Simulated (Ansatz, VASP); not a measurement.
## Two plane-wave programs on LiF

```
Li F
1.0
    -0.63676    1.75110    1.75110
     1.75110   -0.63676    1.75110
     1.75110    1.75110   -0.63676
Li F
1 1
Direct
  0.00000 0.00000 0.00000
  0.50000 0.50000 0.50000
```

Alike in both runs: task single point; functional PBE; k mesh 12 × 12 × 12; occupations gaussian, width 0.05 eV; no spin polarisation.

|  | VASP | Ansatz |
| --- | --- | --- |
| version | VASP 6.6.1 | Ansatz 0.2.0 |
| potentials or method | VASP PAW PBE potentials, release 64 (Li_sv, F) | scalar-relativistic, plane waves, PAW |
| plane-wave cutoff (eV) | 520 | 420 |
| valence electrons in the cell | 10 | 10 |

|  | VASP | Ansatz | Ansatz less VASP |
| --- | --- | --- | --- |
| gap on the k mesh at the Fermi level (eV) | 7.97 | 7.96 | -0.006 |
| least direct gap on the mesh (eV) | 8.08 | 8.07 | -0.007 |

 A hybrid or GW would open this gap; PBE tends to underestimate it. A k mesh can miss the band edges.
